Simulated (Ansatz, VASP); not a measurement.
**Two plane-wave programs on MgO**

```
Mg O
1.0
     0.00000    2.13515    2.13515
     2.13515    0.00000    2.13515
     2.13515    2.13515    0.00000
Mg O
1 1
Direct
  0.00000 0.00000 0.00000
  0.50878 0.50878 0.49122
```

Change from the starting cell: all O atoms moved +0.037 Å, as atom 2 along Cartesian [0 0 1].

Alike in both runs: task single point; functional LDA; k mesh 10 × 10 × 10; occupations gaussian, width 0.05 eV; no spin polarisation.

|  | VASP | Ansatz |
| --- | --- | --- |
| version | VASP 6.6.1 | Ansatz 0.2.0 |
| potentials or method | VASP PAW LDA potentials, release 64 (Mg, O) | scalar-relativistic, plane waves, PAW |
| plane-wave cutoff (eV) | 520 | 420 |
| valence electrons in the cell | 8 | 16 |

Ansatz gave:

| Quantity | Value |
| --- | --- |
| gap on the k mesh at the Fermi level (eV) | 4.27 |
| least direct gap on the mesh (eV) | 4.27 |
| pressure (GPa) | -11.5 |
| largest component of the traceless stress (GPa) | 0.27 |
| rms of the force components (eV/Å) | 0.086 |

**Question.** Estimate VASP's values.

**Answer.** gap on the k mesh at the Fermi level (eV): 4.27; least direct gap on the mesh (eV): 4.27; pressure (GPa): -13.1; largest component of the traceless stress (GPa): 0.28; rms of the force components (eV/Å): 0.089.

Atom by atom the forces differ by 0.003 eV/Å (rms over components). The two sets of potentials don't hold the same shells in valence.
